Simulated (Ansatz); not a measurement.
Runs of Ansatz 0.2.0 on TePb. Symmetry: Fm-3m, No. 225, cubic system. The conventional cell has a = 6.462 Å, b = 6.462 Å, c = 6.462 Å, α = 90.00°, β = 90.00°, γ = 90.00°. Pb (site symmetry m-3m) is surrounded by 6 Te at 3.23 Å. Around Te (site symmetry m-3m) lie 6 Pb at 3.23 Å. 

```csv
task,level,cell,k mesh,cutoff (eV),smearing,atoms under strain,pressure (GPa),relaxed volume (Å³/atom)
relaxation of cell and atoms,revPBE+D3(BJ),relaxed,7 × 7 × 7,420,fermi-dirac 0.05 eV,-,0.0,33.37
relaxation of cell and atoms,BLYP+D4,relaxed,7 × 7 × 7,420,fermi-dirac 0.05 eV,-,0.0,(a)
elastic constants,LDA,as given,6 × 6 × 6,420,fixed,relaxed,-1.7,-
relaxation of cell and atoms,r2SCAN+rVV10,relaxed,7 × 7 × 7,500,fermi-dirac 0.05 eV,-,0.0,34.17
```

Alike in all rows: potentials or basis Ansatz PAW; no spin polarisation.

Fill in the values left out.

(a) 37.10.

Caveats: the PAW data sets come from PBE, with cores solved anew for the run's functional, which leaves a small shift of forces and pressure; the plane-wave basis is chosen anew once the cell has moved, so the energies of steps on either side of that aren't comparable (some runs).

Runs at the PBE level aren't shown here.
